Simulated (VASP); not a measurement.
Here is a VASP 6.6.1 calculation.

POSCAR

```
Ir
1.0
    2.7270385748      0.0000000000      0.0000000000
   -1.3635192874      2.3616846829      0.0000000000
    0.0000000000      0.0000000000      4.4224039805
Ir
2
Direct
    0.6666666667      0.3333333333      0.7500000000
    0.3333333333      0.6666666667      0.2500000000
```

The input INCAR.step1:

```
ALGO = Normal
EDIFF = 1E-4
ENCUT = 520
GGA = PE
ISMEAR = 0
LASPH = True
LCHARG = False
LREAL = False
LWAVE = True
NBANDS = 16
NELM = 100
PREC = Accurate
SIGMA = 0.1
```

Contents of INCAR.step2:

```
ALGO = Normal
EDIFF = 1E-7
ENCUT = 520
ISIF = 2
ISMEAR = 0
ISTART = 1
LASPH = True
LCHARG = False
LMIXTAU = True
LREAL = False
LWAVE = False
METAGGA = R2SCAN
NBANDS = 16
NELM = 100
PREC = Accurate
SIGMA = 0.1
```

The input KPOINTS:

```
k-points
0
Gamma
  9 9 4
```

Potentials or basis: VASP PAW PBE potentials, release 64 (Ir).

Launch:

```bash
$ cat potpaw_PBE.64/Ir/POTCAR > POTCAR
$ cp INCAR.step1 INCAR
$ mpirun -np 1 vasp_std > vasp.out
$ cp INCAR.step2 INCAR
$ mpirun -np 1 vasp_std > vasp.out
```

Question: What does it give for the pressure?

Answer: 2.5 GPa.

Question: What does it give for the band gap on the k mesh?

Answer: None (metal or under the smearing width).

Stress tensor (GPa, compression positive):
```
2.46 0.00 0.00
0.00 2.46 0.00
0.00 0.00 2.61
```

Caveat: the PAW data sets were made with another functional, which shifts forces and pressure a little. The run has no spin-orbit coupling, so splittings on Ir are missing.
